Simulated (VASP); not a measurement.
# GaSb (Cmcm) in VASP: notebook, part 2 of 2

VASP 6.6.1. Earlier steps stand in the parts before.

### 3 Single point, PBE (In replaced by Ga, lengths x 0.957, strained and moved within the space group)

INCAR

```
PREC = Accurate ; ENCUT = 520
EDIFF = 1E-6 ; ISMEAR = 0
SIGMA = 0.1 ; LREAL = F
LASPH = T ; NELM = 100
ALGO = Normal ; ISIF = 2
LWAVE = F ; LCHARG = F
GGA = PE ; NBANDS = 26
```

KPOINTS

```
Automatic mesh
0
Gamma
  4 4 4
```

POSCAR

```
GaSb
1.0
    2.8650782299     -2.8819685806      0.0000000000
    2.8650782299      2.8819685806      0.0000000000
    0.0000000000      0.0000000000      5.7304052461
Ga Sb
2 2
Direct
    0.2794110000      0.7205890000      0.2500000000
    0.7205890000      0.2794110000      0.7500000000
    0.7772050000      0.2227950000      0.2500000000
    0.2227950000      0.7772050000      0.7500000000
```

Potentials or basis: VASP PAW PBE potentials, release 64 (Ga_d, Sb).

On the command line:

```bash
$ cat potpaw_PBE.64/Ga_d/POTCAR potpaw_PBE.64/Sb/POTCAR > POTCAR
$ mpirun -np 1 vasp_std > vasp.out
```

OUTCAR:

```text
PREC = Accurate
   ENCUT = 520
   EDIFF = 1E-6
   ISMEAR = 0
   LREAL = F
   LASPH = T
   NELM = 100
   ISIF = 2
   GGA = PE

 ion  position               nearest neighbor table
   1  0.279  0.721  0.250-   3 2.87   3 2.87   3 2.87   4 2.88   4 2.88   3 2.89
   2  0.721  0.279  0.750-   4 2.87   4 2.87   4 2.87   3 2.88   3 2.88   4 2.89
   3  0.777  0.223  0.250-   1 2.87   1 2.87   1 2.87   2 2.88   2 2.88   1 2.89
   4  0.223  0.777  0.750-   2 2.87   2 2.87   2 2.87   1 2.88   1 2.88   2 2.89

  LATTYP: Found a base centered orthorhombic cell.
 ALAT       =     5.7301564598
 B/A-ratio  =     1.0058952494
 C/A-ratio  =     1.0000434170

  Lattice vectors:

 A1 = (   2.8650782299,  -2.8819685806,   0.0000000000)
 A2 = (   2.8650782299,   2.8819685806,   0.0000000000)
 A3 = (   0.0000000000,   0.0000000000,   5.7304052461)

Analysis of symmetry for initial positions (statically):
=====================================================================
 Subroutine PRICEL returns:
 Original cell was already a primitive cell.

 Routine SETGRP: Setting up the symmetry group for a
 base centered orthorhombic supercell.

 Subroutine GETGRP returns: Found  8 space group operations
 (whereof  4 operations were pure point group operations)
 out of a pool of  8 trial point group operations.

The static configuration has the point symmetry C_2h.
 The point group associated with its full space group is D_2h.

Analysis of symmetry for dynamics (positions and initial velocities):
=====================================================================
 Subroutine PRICEL returns:
 Original cell was already a primitive cell.

 Routine SETGRP: Setting up the symmetry group for a
 base centered orthorhombic supercell.

 Subroutine GETGRP returns: Found  8 space group operations
 (whereof  4 operations were pure point group operations)
 out of a pool of  8 trial point group operations.

[... 118 lines left out ...]
   IALGO  =     38    algorithm
   IMIX   =      4    mixing-type and parameters
     AMIX     =   0.40;   BMIX     =  1.00
     AMIX_MAG =   1.60;   BMIX_MAG =  1.00
  volume/ion in A,a.u.               =      23.66       159.65
  Fermi-wavevector in a.u.,A,eV,Ry     =   1.186211  2.241614 19.144713  1.407097
  Thomas-Fermi vector in A             =   2.322389
   LORBIT       =      0    0 simple, 1 ext, 2 COOP (PROOUT), +10 PAW based schemes
   GGA     = PE    functional components
   LHFCALC =     F    Hartree Fock is set to
   AEXX    =    0.0000 exact exchange contribution
   IVDW    =     0    specifies the selected vdW correction
   LEPSILON=     F    determine dielectric tensor
   LRPA    =     F    only Hartree local field effects (RPA)
 non-spin polarized calculation
 Gauss-broadening in eV      SIGMA  =   0.10
  energy-cutoff  :      520.00
  volume of cell :       94.63
 maximum number of plane-waves:      2572
   NGX = 15   NGY = 15   NGZ = 21

 number of electron      36.0000011 magnetization

 Free energy of the ion-electron system (eV)
  ---------------------------------------------------
  ext. energy  EPLUGINS =         0.00000000
  ---------------------------------------------------
  free energy    TOTEN  =       -13.71136122 eV

  energy without entropy =      -13.69991381  energy(sigma->0) =      -13.70563751

 E-fermi :   6.5431     XC(G=0): -10.2956

 val. band max:        6.5418933890   @ k =   0.5000   0.2500   0.0000
 cond. band min:       6.6017075426   @ k =  -0.2500   0.2500   0.5000
 fundamental gap:      0.0598141536
 Fermi energy:         6.5431455466

 k-point     1 :       0.0000    0.0000    0.0000
  band No.  band energies     occupation
      1      -8.2055      2.00000
      2      -8.1253      2.00000
      3      -8.1209      2.00000
      4      -8.1154      2.00000
      5      -8.1150      2.00000
      6      -8.1045      2.00000
[... 598 lines left out ...]
     25      13.3922      0.00000
     26      13.3922      0.00000

------------------------ aborting loop because EDIFF is reached ----------------------------------------

  FORCE on cell =-STRESS in cart. coord.  units (eV):
  Direction    XX          YY          ZZ          XY          YZ          ZX
  --------------------------------------------------------------------------------------
  -------------------------------------------------------------------------------------
  Total        1.3136484      1.6121087      1.3216302      0.0000000     -0.0000000      0.0000000
  in kB       22.2407117     27.2937899     22.3758459      0.0000000     -0.0000000      0.0000000
  external PRESSURE =      23.9701158 kB  Pullay stress =       0.0000000 kB

 VOLUME and BASIS-vectors are now :
 -----------------------------------------------------------------------------
  energy-cutoff  :      520.00
  volume of cell :       94.63
      direct lattice vectors                 reciprocal lattice vectors
     2.865078230 -2.881968581  0.000000000     0.174515305 -0.173492523  0.000000000
     2.865078230  2.881968581  0.000000000     0.174515305  0.173492523  0.000000000
     0.000000000  0.000000000  5.730405246     0.000000000  0.000000000  0.174507728

 POSITION                                       TOTAL-FORCE (eV/Angst)
 -----------------------------------------------------------------------------------
      2.86508      1.27146      1.43260         0.000000      0.072495     -0.000000
      2.86508     -1.27146      4.29780         0.000000     -0.072495     -0.000000
      2.86508     -1.59779      1.43260         0.000000     -0.162675     -0.000000
      2.86508      1.59779      4.29780         0.000000      0.162675      0.000000
 -----------------------------------------------------------------------------------
    total drift:                                0.000000      0.000000      0.000000

  FREE ENERGIE OF THE ION-ELECTRON SYSTEM (eV)
  ---------------------------------------------------
  free  energy   TOTEN  =       -13.7113612193 eV

  energy  without entropy=      -13.6999138060  energy(sigma->0) =      -13.70563751
```

OSZICAR:

```text
N       E                     dE             d eps       ncg     rms          rms(c)
DAV:   1     0.226899255852E+03    0.22690E+03   -0.16396E+04  1092   0.187E+03
DAV:   2     0.113030832781E+02   -0.21560E+03   -0.20931E+03  1220   0.410E+02
DAV:   3    -0.129859162325E+02   -0.24289E+02   -0.23770E+02  1302   0.113E+02
DAV:   4    -0.137102105226E+02   -0.72429E+00   -0.72110E+00  1286   0.201E+01
DAV:   5    -0.137286795665E+02   -0.18469E-01   -0.18462E-01  1464   0.321E+00    0.346E+00
DAV:   6    -0.137099371148E+02    0.18742E-01   -0.79702E-02  1342   0.384E+00    0.190E+00
DAV:   7    -0.137111191820E+02   -0.11821E-02   -0.22652E-02  1484   0.148E+00    0.265E-01
DAV:   8    -0.137112906554E+02   -0.17147E-03   -0.32448E-03  1376   0.673E-01    0.690E-02
DAV:   9    -0.137113568952E+02   -0.66240E-04   -0.23460E-04  1378   0.146E-01    0.206E-02
DAV:  10    -0.137113620726E+02   -0.51774E-05   -0.22325E-05  1386   0.531E-02    0.329E-03
DAV:  11    -0.137113612193E+02    0.85332E-06   -0.28326E-06  1170   0.102E-02
   1 F= -.13711361E+02 E0= -.13705638E+02  d E =-.114474E-01
```

Run time: 41 s. Hardware: 1 thread of Intel Xeon Platinum 8488C (Sapphire Rapids), shared host; peak memory 0.21 GiB.

Results:

```yaml
Free_energy: -13.7114 eV
Pressure: 2.4 GPa
Largest_force: 0.163 eV/Å
Band_gap_on_the_k_mesh: none (metal or under the smearing width)
```

Forces in eV/Å, atoms in the order of the input:
```
Ga   0.000  0.072  0.000
Ga   0.000 -0.072  0.000
Sb   0.000 -0.163  0.000
Sb   0.000  0.163  0.000
```

Caveat: the k mesh is coarse (spacing up to 0.39 Å⁻¹), so the values aren't converged. Spin-orbit coupling is left out, which matters for the levels of Sb.
